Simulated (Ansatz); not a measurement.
## CaSe in Ansatz: convergence with cutoff

Input of the first run (cutoff 80 eV); the others differ in this setting and in those tied to it:

The input input.yaml:

```yaml
crystal:
  lattice:
    - [0.0, 2.956, 2.956]
    - [2.956, 0.0, 2.956]
    - [2.956, 2.956, 0.0]
  atoms:
    - { symbol: Se, position: [0.5, 0.5, 0.5] }
    - { symbol: Ca, position: [0.0, 0.0, 0.0] }
kpoints:
  mp_grid: { grid: [8, 8, 8] }
scf:
  occupations: { method: fermi_dirac, width: 0.05 }
hamiltonian:
  xc: lda
  pseudopotentials: { kind: all_electron, lapw: { basis_error: 0.001 } }
output:
  forces: true
  stress: true
  eigenvalues: true
basis:
  ecutwfc: 80
```

Potentials or basis: all-electron LAPW, scalar-relativistic.

The run is started by

```sh
$ ansatz run input.yaml --threads 1 --pin off --max-ram 3072MiB --backend cpu --events-out ev --progress --plain --runs-dir out
```

Hardware: 1 thread of Intel(R) Xeon(R) Platinum 8259CL CPU @ 2.50GHz (Skylake/Cascade Lake), with other jobs on the host.

```tsv
cutoff	energy less the tightest run, at zero smearing (meV/atom)	pressure (GPa)	gap on the mesh (eV)	SCF cycles	CPU time (s)	peak memory (GiB)
80 eV	40.64	-2.78	1.881	7	7.3	0.28
110 eV	6.72	-3.06	1.877	7	3.8	0.29
140 eV	1.40	-3.11	1.875	7	4.3	0.29
180 eV	0.17	-3.12	1.875	7	4.5	0.31
230 eV	0.01	-3.12	1.875	7	6.4	0.33
290 eV	0.00	-3.12	1.875	7	8	0.36
360 eV	0.00	-3.12	1.875	7	12	0.45
450 eV	0.00	-3.12	1.875	7	17	0.52
560 eV	0.00	-3.12	1.875	7	27	0.73
```

Against the tightest run, the energy stays within 1 meV/atom from 180 eV on; the pressure stays within 0.1 GPa from 110 eV on; the gap on the mesh stays within 0.01 eV from 80 eV on. The tightest run that finished is the yardstick and may itself not be fully converged.
